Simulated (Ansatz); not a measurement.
## Bulk modulus against equilibrium volume per atom in crystals of space group Fm-3m

All results are calculated (Ansatz 0.2.0). Energy against volume at fixed shape and fractional coordinates by the named method, from the given cell, third-order Birch-Murnaghan fit where the minimum lies in the range, no spin or spin-orbit, a sheet repeats along a, b.

Settings of every row: method PBE; periodic directions 3; potentials PAW; wave cutoff 420 eV; smearing width 0 eV.

Limits: cells from prototypes or lists of computed structures, which needn't be the stable phases (MgS, CaSe, SrTe, BaTe); cells and atoms come from relaxations with PBE.

Limits of some rows: the entry's cell lengths or inner coordinates differ somewhat from later room-temperature determinations (MgSe, CaS).

Each row is one crystal in space group Fm-3m (No. 225) with 2 atoms in the cell and the same ratio of atoms; x is the equilibrium volume per atom, y the bulk modulus.

```
row  formula  k mesh  equilibrium volume per atom (Å³)  bulk modulus (GPa)
  1      MgS   8x8x8                            17.880                74.0
  2     MgSe   6x6x6                            20.901                   ?
  3      CaS   6x6x6                            23.296                57.0
  4     CaSe   6x6x6                            26.443                47.9
  5      BaS   6x6x6                            33.207                41.7
  6     SrTe   6x6x6                            37.915                32.4
  7     BaTe   6x6x6                            44.076                28.6
```

Question: what bulk modulus should MgSe (row 2) have?

Worked estimate. Within a structure type the bulk modulus often falls roughly as a power of the volume, so take logarithms of both. The shown rows have ln x = 2.884, 3.148, 3.275, 3.503, 3.635, 3.786 and ln y = 4.304, 4.043, 3.869, 3.731, 3.478, 3.353. The means are 3.372 and 3.796; the sums about them are S_xx = 0.5555 and S_xy = -0.5859, so the exponent is -1.05, and the standard deviation about the line is 4.6 %. Row 2 has ln x = 3.040, so ln y = 3.796 − 1.05 × (3.040 − 3.372) = 4.145 and y = 63.1 GPa.

The calculation gave 60.6 GPa. The line lies 2.5 GPa too high, within two standard deviations. The line sums up these rows, a set chosen because a line describes it; it is no law, within this structure type or beyond it.
